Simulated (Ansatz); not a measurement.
# Bare NaCl nanocube (64 atoms): geometry optimisation

Aim: bring bare NaCl nanocube (64 atoms) to a nearby minimum of the energy and see what moves.

Method: Kohn-Sham DFT, PBEsol, PAW (set soft_2), plane waves, in Ansatz 0.2.0.

## 1. Starting point

The cell holds 64 atoms: 32 Cl and 32 Na. Cell: a = 18.460 Å, b = 18.460 Å, c = 18.460 Å, α = 90.0°, β = 90.0°, γ = 90.0°. It derives from NaCl (rock-salt). Block of 4 x 4 x 4 atoms cut along {100} from rock-salt NaCl (a = 5.64 Å), 10 Å of vacuum; minimised with a classical potential. Vacuum lies along a, b and c.

## 2. Single point at the start

A single point comes first, to see the forces before anything moves.

input.yaml reads:

```yaml
crystal:
  lattice:
    - [18.46, 0.0, 0.0]
    - [0.0, 18.46, 0.0]
    - [0.0, 0.0, 18.46]
  atoms:
    - { symbol: Cl, position: [0.2751, 0.2751, 0.2751] }
    - { symbol: Cl, position: [0.26938, 0.26938, 0.57185] }
    - { symbol: Na, position: [0.28189, 0.28189, 0.42521] }
    - { symbol: Na, position: [0.28349, 0.28349, 0.71651] }
    - { symbol: Cl, position: [0.26938, 0.57185, 0.26938] }
    - { symbol: Na, position: [0.28189, 0.42521, 0.28189] }
    - { symbol: Cl, position: [0.26375, 0.42732, 0.42732] }
    - { symbol: Cl, position: [0.26375, 0.57268, 0.57268] }
    - { symbol: Na, position: [0.27847, 0.42431, 0.57569] }
    - { symbol: Na, position: [0.27847, 0.57569, 0.42431] }
    - { symbol: Cl, position: [0.26938, 0.42815, 0.73062] }
    - { symbol: Na, position: [0.28189, 0.57479, 0.71811] }
    - { symbol: Na, position: [0.28349, 0.71651, 0.28349] }
    - { symbol: Cl, position: [0.26938, 0.73062, 0.42815] }
    - { symbol: Na, position: [0.28189, 0.71811, 0.57479] }
    - { symbol: Cl, position: [0.2751, 0.7249, 0.7249] }
    - { symbol: Na, position: [0.42521, 0.28189, 0.28189] }
    - { symbol: Cl, position: [0.57185, 0.26938, 0.26938] }
    - { symbol: Na, position: [0.42431, 0.27847, 0.57569] }
    - { symbol: Cl, position: [0.57268, 0.26375, 0.57268] }
    - { symbol: Na, position: [0.57569, 0.27847, 0.42431] }
    - { symbol: Cl, position: [0.42732, 0.26375, 0.42732] }
    - { symbol: Na, position: [0.57479, 0.28189, 0.71811] }
    - { symbol: Cl, position: [0.42815, 0.26938, 0.73062] }
    - { symbol: Na, position: [0.42431, 0.57569, 0.27847] }
    - { symbol: Cl, position: [0.57268, 0.57268, 0.26375] }
    - { symbol: Na, position: [0.57569, 0.42431, 0.27847] }
    - { symbol: Cl, position: [0.42732, 0.42732, 0.26375] }
    - { symbol: Na, position: [0.42443, 0.42443, 0.42443] }
    - { symbol: Cl, position: [0.57454, 0.42546, 0.42546] }
    - { symbol: Na, position: [0.42443, 0.57557, 0.57557] }
    - { symbol: Cl, position: [0.57454, 0.57454, 0.57454] }
    - { symbol: Na, position: [0.57557, 0.42443, 0.57557] }
    - { symbol: Cl, position: [0.42546, 0.42546, 0.57454] }
    - { symbol: Na, position: [0.57557, 0.57557, 0.42443] }
    - { symbol: Cl, position: [0.42546, 0.57454, 0.42546] }
    - { symbol: Na, position: [0.42431, 0.42431, 0.72153] }
    - { symbol: Cl, position: [0.57268, 0.42732, 0.73625] }
    - { symbol: Na, position: [0.57569, 0.57569, 0.72153] }
    - { symbol: Cl, position: [0.42732, 0.57268, 0.73625] }
    - { symbol: Na, position: [0.57479, 0.71811, 0.28189] }
    - { symbol: Cl, position: [0.42815, 0.73062, 0.26938] }
    - { symbol: Na, position: [0.42431, 0.72153, 0.42431] }
    - { symbol: Cl, position: [0.57268, 0.73625, 0.42732] }
    - { symbol: Na, position: [0.57569, 0.72153, 0.57569] }
    - { symbol: Cl, position: [0.42732, 0.73625, 0.57268] }
    - { symbol: Na, position: [0.42521, 0.71811, 0.71811] }
    - { symbol: Cl, position: [0.57185, 0.73062, 0.73062] }
    - { symbol: Na, position: [0.71651, 0.28349, 0.28349] }
    - { symbol: Na, position: [0.71811, 0.28189, 0.57479] }
    - { symbol: Cl, position: [0.73062, 0.26938, 0.42815] }
    - { symbol: Cl, position: [0.7249, 0.2751, 0.7249] }
    - { symbol: Na, position: [0.71811, 0.57479, 0.28189] }
    - { symbol: Cl, position: [0.73062, 0.42815, 0.26938] }
    - { symbol: Na, position: [0.72153, 0.42431, 0.42431] }
    - { symbol: Na, position: [0.72153, 0.57569, 0.57569] }
    - { symbol: Cl, position: [0.73625, 0.42732, 0.57268] }
    - { symbol: Cl, position: [0.73625, 0.57268, 0.42732] }
    - { symbol: Na, position: [0.71811, 0.42521, 0.71811] }
    - { symbol: Cl, position: [0.73062, 0.57185, 0.73062] }
    - { symbol: Cl, position: [0.7249, 0.7249, 0.2751] }
    - { symbol: Na, position: [0.71811, 0.71811, 0.42521] }
    - { symbol: Cl, position: [0.73062, 0.73062, 0.57185] }
    - { symbol: Na, position: [0.71651, 0.71651, 0.71651] }
kpoints:
  mp_grid: { grid: [1, 1, 1] }
hamiltonian:
  xc: pbesol
scf:
  occupations: { method: fixed }
output:
  forces: true
  populations: true
  dos:
    method: { smearing: { sigma: 0.15 } }
    de: 0.1
    projected: { site_lists: { Cl: [Cl], Na: [Na] } }
  eigenvalues: true
```

The run is started by

```console
$ ansatz run input.yaml --threads 4 --pin off --max-ram 8192MiB --backend cpu --events-out ev --progress --plain --runs-dir out
```

Numbers of over 12 decimals in the logs are rounded to 6 here.

What it wrote:

```text
Engine: ansatz 0.2.0, x86_64-unknown-linux-gnu
Pseudopotentials: kind: paw
Pseudopotential: Cl, paw, valence charge 7, recommended cutoff 420 eV (normal), Cl.paw.azcp
Pseudopotential: Na, paw, valence charge 9, recommended cutoff 420 eV (normal), Na.paw.azcp
[... 3 lines on functional and potentials left out ...]
Crystal: 64 atoms, lattice volume = 6290.644 Å³
Basis set: ecut = 420 eV, 122969 PW (Γ), exchange–correlation on 250×250×250 points (8 copies of the dense FFT grid, shifted against one another)
Bands: 320, of which v1, the nominal top of the filled ones, is band 256 counted from 1 (255 counted from 0)
Symmetry: 24 space group operations
Space group: P-43m (ITA 215), of the structure as read, at distance tolerance 1.8e-4 Å
k-points: 1
[... 7 lines on functional and potentials left out ...]
Initial density: superposition of atomic densities (neutral atoms: chi_scale 0, normalization atom), corrected by the library's trained network
Initial wavefunctions: pseudopotential atomic-orbital guess
Functional: x = pbesol(κ = 0.804, μ = 0.123457), c = pbesol(β = 0.046)
SCF iter   1: F=—  HF=-81279.089007 eV  |F-HF|=—  |Δ(HF+E_count)|=         —  Δρ=1.70e-3  dr2=3.03e-1  ethr=1.77e-3  ⟨swp⟩=5.0  Hψ=981  notcnv=0  defer=60
preconditioner: auto → Resta (q_TF=auto, 1.796 Å⁻¹)  ε∞=1.5  [insulator: Δε(μ)=4.521 eV  Ē_g=10.763 eV  n_scr=618 (ndim 8)  ℏωp=7.5 eV  f_vac=0.731  ε∞_Penn≈1.5  vacuum switching on, ρ_ref=8.4e-3 e/Å³]
SCF iter   2: F=—  HF=-81279.000547 eV  |F-HF|=—  |Δ(HF+E_count)|=   8.85e-2  Δρ=4.78e-4  dr2=1.20e-2  ethr=5.92e-5  ⟨swp⟩=3.0  Hψ=504  notcnv=0  defer=62
SCF iter   3: F=—  HF=-81279.007189 eV  |F-HF|=—  |Δ(HF+E_count)|=   6.64e-3  Δρ=1.79e-4  dr2=1.95e-3  ethr=2.33e-6  ⟨swp⟩=4.0  Hψ=367  notcnv=0  defer=60
SCF iter   4: F=—  HF=-81279.011061 eV  |F-HF|=—  |Δ(HF+E_count)|=   3.87e-3  Δρ=3.97e-5  dr2=1.51e-4  ethr=3.81e-7  ⟨swp⟩=5.0  Hψ=371  notcnv=0  defer=60
SCF iter   5: F=—  HF=-81279.011254 eV  |F-HF|=—  |Δ(HF+E_count)|=   1.93e-4  Δρ=9.40e-6  dr2=3.92e-6  ethr=2.95e-8  ⟨swp⟩=3.0  Hψ=396  notcnv=0  defer=60
SCF iter   6: F=—  HF=-81279.014043 eV  |F-HF|=—  |Δ(HF+E_count)|=   2.79e-3  Δρ=4.76e-6  dr2=7.97e-7  ethr=7.65e-10  ⟨swp⟩=2.0  Hψ=576  notcnv=0  defer=60
SCF iter   7: F=-81279.014045 eV  HF=-81279.014044 eV  |F-HF|=2.94e-7  |Δ(HF+E_count)|=   1.61e-6  Δρ=1.71e-6  dr2=9.01e-8  ethr=1.95e-11  ⟨swp⟩=21.0  Hψ=2349  notcnv=0
SCF 1 converged in 7 iterations: F = -81279.014045 eV  dr2 = 9.01e-8
  greatest PAW one-centre occupation: 0.999 electrons in one spin orbital (limit 2), on the Na atom at site 46 (counted from 0), in its partial waves of l = 0
SCF converged after 7 iterations
Free energy (F): -81279.014045 eV
Harris-Foulkes:  -81279.014044 eV  (|F-HF|=2.94e-7)
Internal energy: -81279.014045 eV  (E = F + TS)
E sigma→0 (E₀):  -81279.014045 eV
Fermi energy:    -4.510966 eV
--- Per-component energies (eV) ---
  E_band       = -10661.228039
  E_kinetic    = 9024.294790
  E_local      = -198131.200738  (includes V_loc(G=0)·N_el)
  E_nonlocal   = 4632.377689
  E_hartree    = 90229.262300
  E_xc         = -4627.524318
  E_vxc        = -5481.767415  (∫ρ·V_xc dr)
  E_paw        = -28649.932393  (= ΣΔE_a)
  E_vpaw       = -1163.441476  (= ΣTr[D̂ρ^β])
  E_aug_tail   = 0.002320  (compensation charges beyond the density's cutoff)
  E_ewald      = 46239.446279
  E_core_change = 4.260028  (= ΣΔE_core)
  E_smearing   = -0.000000  (= −TS)
  E_closure    = 0.000000  (closes the sum)
  Σ components = -81279.014045   (vs F -81279.014045, Δ=0.00e0)
--- Forces (eV/Å), atoms counted from 1 ---
  atom   1  Cl     0.28607429     0.28607429     0.28607429
  atom   2  Cl     0.20835752     0.20835752     0.12915031
  atom   3  Na    -0.10556291    -0.10556291    -0.19652728
  atom   4  Na     0.11553955     0.11553955    -0.11553955
  atom   5  Cl     0.20835752     0.12915031     0.20835752
  atom   6  Na    -0.10556291    -0.19652728    -0.10556291
  atom   7  Cl     0.27309007     0.03295378     0.03295378
  atom   8  Cl     0.27309007    -0.03295378    -0.03295378
  atom   9  Na    -0.23933457    -0.07222622     0.07222622
  atom  10  Na    -0.23933457     0.07222622    -0.07222622
  atom  11  Cl     0.20835752    -0.12915031    -0.20835752
  atom  12  Na    -0.10556291     0.19652728     0.10556291
  atom  13  Na     0.11553955    -0.11553955     0.11553955
  atom  14  Cl     0.20835752    -0.20835752    -0.12915031
[...]
atom  63  Cl    -0.20835752    -0.20835752     0.12915031
  atom  64  Na    -0.11553955    -0.11553955    -0.11553955
  max |Σ_I F_I| component: 5.55e-16 eV/Å
--- Band table (eV) ---
  k-point 0: bands = ["-54.6310", "-54.6310", "-54.6310", "-54.6310", [... 304 levels ...], "2.9114", "2.9114", "2.9413", "2.9413", "2.9413", "2.9494", "2.9494", "2.9521", "3.0234", "3.0234", "3.0234", "3.0681"]
--- Löwdin populations: 64 sites ---
  site symbol       q [e]
     0     Cl      7.7242
     1     Cl      7.7066
     2     Na      8.2430
[...]
63     Na      8.1984
  spilling = 0.002833 (of n_electrons = 512.000000)
```

Wall time 31 s (4 threads of Intel Xeon 6975P-C (Granite Rapids), shared host); peak memory 5.6 GiB.

The column dr2 measures how far the density is from self-consistency, as an energy; F and HF (Harris–Foulkes) agree once it is small.

Read from the output:

| Property | Result |
| --- | --- |
| free energy | -81279.0140 eV |
| free energy per atom | -1269.9846 eV/atom |
| SCF cycles | 7 |
| r.m.s. force component | 0.1627 eV/Å |
| longest force | 0.4955 eV/Å |
| Fermi energy | -4.511 eV |
| gap (highest filled to lowest empty level) | 4.527 eV |
| spilling of the projection | 0.002833 |

The r.m.s. force component of 0.16 eV/Å sets the starting point.

Neighbours are counted within 3.33 Å (Cl-Na).

Length of the force by element and coordination:

```csv
element,coordination,atoms,mean length of the force (eV/Å),spread,least,most
Cl,all,32,0.299,0.101,0.0989,0.495
Cl,3,4,0.495,0,0.495,0.495
Cl,4,12,0.322,0,0.322,0.322
Cl,5,12,0.277,0,0.277,0.277
Cl,6,4,0.0989,0,0.0989,0.0989
Na,all,32,0.243,0.0202,0.200,0.260
Na,3,4,0.200,0,0.200,0.200
Na,4,12,0.247,0,0.247,0.247
Na,5,12,0.260,0,0.260,0.260
Na,6,4,0.221,0,0.221,0.221
```

## 3. Relaxation

The atoms are relaxed in the fixed cell, aiming at the force tolerance of the input.

input.yaml, the sections that differ from step 2:

```yaml
output:
  forces: true
relax:
  f_tol: 0.05
  max_steps: 65
# crystal, kpoints, hamiltonian, scf: as in step 2
```

What it wrote:

```text
[...]
Crystal: 64 atoms, lattice volume = 6290.644 Å³
Basis set: ecut = 420 eV, 122969 PW (Γ), exchange–correlation on 250×250×250 points (8 copies of the dense FFT grid, shifted against one another)
Bands: 320, of which v1, the nominal top of the filled ones, is band 256 counted from 1 (255 counted from 0)
Symmetry: 24 space group operations
[...]
k-points: 1
[...]
SCF iter   1: F=—  HF=-81279.089170 eV  |F-HF|=—  |Δ(HF+E_count)|=         —  Δρ=1.69e-3  dr2=3.01e-1  ethr=1.77e-3  ⟨swp⟩=5.0  Hψ=881  notcnv=0  defer=60
[...]
SCF iter   6: F=-81279.014045 eV  HF=-81279.014044 eV  |F-HF|=6.34e-7  |Δ(HF+E_count)|=   6.58e-6  Δρ=2.40e-6  dr2=3.12e-7  ethr=8.06e-10  ⟨swp⟩=3.0  Hψ=618  notcnv=0
SCF 1 converged in 6 iterations: F = -81279.014045 eV  dr2 = 3.12e-7
[...]
relax step   1: F+E_penalty+E_count = -81279.01404456 eV  Δ(F+E_penalty+E_count) = +0.000e0 eV  max|allowed force component| = 2.861e-1 eV/Å  Δτ_max = 0.0000 Å  (6 SCF iters, dr2 threshold 6.25e-5 eV, accepted)
[...]
relax step   2: F+E_penalty+E_count = -81279.72013550 eV  Δ(F+E_penalty+E_count) = -7.061e-1 eV  max|allowed force component| = 7.925e-2 eV/Å  Δτ_max = 0.1496 Å  (6 SCF iters, dr2 threshold 5.12e-6 eV, accepted)
[...]
relax step   3: F+E_penalty+E_count = -81279.77602576 eV  Δ(F+E_penalty+E_count) = -5.589e-2 eV  max|allowed force component| = 2.364e-2 eV/Å  Δτ_max = 0.0346 Å  (7 SCF iters, accepted)
SCF converged after 7 iterations
Free energy (F): -81279.776026 eV
[...]
Internal energy: -81279.776026 eV  (E = F + TS)
E sigma→0 (E₀):  -81279.776026 eV
Fermi energy:    -4.560524 eV
[...]
--- Forces (eV/Å), atoms counted from 1 ---
  atom   1  Cl     0.01838320     0.01838320     0.01838320
  atom   2  Cl    -0.00599801    -0.00599801     0.02131978
  atom   3  Na     0.00125927     0.00125927    -0.02364098
  atom   4  Na     0.01794734     0.01794734    -0.01794734
  atom   5  Cl    -0.00599801     0.02131978    -0.00599801
  atom   6  Na     0.00125927    -0.02364098     0.00125927
  atom   7  Cl    -0.01284750    -0.00079634    -0.00079634
  atom   8  Cl    -0.01284750     0.00079634     0.00079634
  atom   9  Na     0.01003506     0.00492348    -0.00492348
  atom  10  Na     0.01003506    -0.00492348     0.00492348
  atom  11  Cl    -0.00599801    -0.02131978     0.00599801
  atom  12  Na     0.00125927     0.02364098    -0.00125927
  atom  13  Na     0.01794734    -0.01794734     0.01794734
  atom  14  Cl    -0.00599801     0.00599801    -0.02131978
[...]
atom  63  Cl     0.00599801     0.00599801     0.02131978
  atom  64  Na    -0.01794734    -0.01794734    -0.01794734
  max |Σ_I F_I| component: 2.08e-17 eV/Å
--- Relaxed structure (3 steps of the walk, 3 accepted, 0 SCFs on fresh bases) ---
  F+E_penalty+E_count = -81279.77602576 eV   max|allowed force component| = 2.364e-2 eV/Å
  atoms:
    - { symbol: Cl, position: [0.279515, 0.279515, 0.279515] }
    - { symbol: Cl, position: [0.274327, 0.274327, 0.571260] }
    - { symbol: Na, position: [0.281395, 0.281395, 0.423851] }
    - { symbol: Na, position: [0.288057, 0.288057, 0.711943] }
[...]
- { symbol: Na, position: [0.711943, 0.711943, 0.711943] }
```

Run time: 43 s. Hardware: 4 threads; peak memory 5.2 GiB; 2.7 min of CPU time.

Step by step:

```csv
step,energy less that of the first step (eV),largest force component (eV/Å)
1,0.0000,0.2861
2,-0.7061,0.0793
3,-0.7620,0.0236
```

Forces are held to the 24 operations that the run works with; a distortion that breaks them can't arise in this run.

The atoms that moved most (Å):

```csv
atom,dx,dy,dz,length
Na4,0.084,0.084,-0.084,0.146
Na13,0.084,-0.084,0.084,0.146
Na49,-0.084,0.084,0.084,0.146
Na64,-0.084,-0.084,-0.084,0.146
Cl16,0.081,-0.081,-0.081,0.141
Cl52,-0.081,0.081,-0.081,0.141
Cl61,-0.081,-0.081,0.081,0.141
Cl1,0.081,0.081,0.081,0.141
```

The relaxation changed the energy by -11.9 meV/atom, and atoms moved by 0.098 Å r.m.s., 0.15 Å at most.

## 4. Structure statistics after relaxation

Bonds before and after, by the cutoffs listed below:

```csv
pair,bonds before,bonds after,mean before (Å),mean after (Å),spread before (Å),spread after (Å)
Cl-Na,144,144,2.775,2.733,0.080,0.052
```

Normalised to the volume that the atoms fill. g(r), total and by pair (bins of 0.2 Å):

```csv
r (Å),total,Cl-Cl,Cl-Na,Na-Na
2.60,0.76,0.00,1.51,0.00
2.80,3.51,0.00,7.01,0.00
3.00,0.00,0.00,0.00,0.00
3.20,0.00,0.00,0.00,0.00
3.40,0.00,0.00,0.00,0.00
3.60,0.21,0.00,0.00,0.83
3.80,1.63,2.85,0.00,3.66
4.00,1.35,3.36,0.00,2.06
4.20,0.00,0.00,0.00,0.00
4.40,0.05,0.00,0.09,0.00
4.60,0.16,0.00,0.33,0.00
4.80,0.85,0.00,1.70,0.00
5.00,0.00,0.00,0.00,0.00
5.20,0.00,0.00,0.00,0.00
5.40,0.37,0.37,0.00,1.10
5.60,0.35,1.04,0.00,0.35
5.80,0.15,0.00,0.31,0.00
6.00,0.58,0.00,1.17,0.00
6.20,0.96,0.00,1.93,0.00
6.40,0.07,0.00,0.00,0.26
6.60,0.36,0.24,0.00,1.20
6.80,0.63,1.84,0.00,0.69
7.00,0.00,0.00,0.00,0.00
7.20,0.00,0.00,0.00,0.00
7.40,0.00,0.00,0.00,0.00
7.60,0.18,0.18,0.00,0.55
7.80,0.22,0.52,0.09,0.17
```

Bonds by pair of elements; cutoffs follow the first minimum of g(r), held within bounds set by covalent radii, and pairs that aren't listed don't count as bonded:

```csv
pair A-B,cutoff (Å),bonds,mean length (Å),spread (Å),shortest (Å),B about A,A about B
Cl-Na,3.23,144,2.73,0.052,2.62,4.5,4.5
```

How many atoms have how many bonded neighbours:

```csv
element,mean,3,4,5,6
Cl,4.5,4,12,12,4
Na,4.5,4,12,12,4
```

Bond angles, per cent of each kind in bins of 5°:

```csv
angle (°),Cl-Na-Cl,Na-Cl-Na
80–85,0.0,18.2
85–90,27.3,45.5
90–95,45.5,18.2
95–100,4.5,0.0
100–105,4.5,0.0
105–110,0.0,0.0
110–115,0.0,0.0
115–120,0.0,0.0
120–125,0.0,0.0
125–130,0.0,0.0
130–135,0.0,0.0
135–140,0.0,0.0
140–145,0.0,0.0
145–150,0.0,0.0
150–155,0.0,0.0
155–160,0.0,0.0
160–165,0.0,0.0
165–170,0.0,4.5
170–175,0.0,9.1
175–180,18.2,4.5
```

Bond angles (no mean is given where the spread exceeds 20°):

```csv
angle,count,mean (°),spread (°)
Cl-Na-Cl,264,-,-
Na-Cl-Na,264,-,-
```

Bond length by coordination (bonds to H left out):

```csv
element,coordination,atoms,mean bond length (Å)
Cl,3,4,2.67
Cl,4,12,2.73
Cl,5,12,2.74
Cl,6,4,2.77
Na,3,4,2.62
Na,4,12,2.70
Na,5,12,2.75
Na,6,4,2.8
```

For some of the pairs, g(r) has its first main peak near 3.91 Å (Cl-Cl), 2.74 Å (Cl-Na) and 3.86 Å (Na-Na). With the cutoffs above, 38 % of Cl atoms have 4 and as many 5 and 38 % of Na atoms have 4 and as many 5 bonded neighbours. Bonds at Cl atoms with 3 neighbours average 2.67 Å, against 2.77 Å at those with 6.

[end of part 1 of 2]

[Logs are printed without paths, hosts, clocks, repeated set-up lines and the standing remarks that a program may print on its own settings, such as how far it seeks lower states.]

[Hosts, paths, dates, database ids (printed as entryN), source tags and the programs' standing remarks are cut or masked in the printed files.]
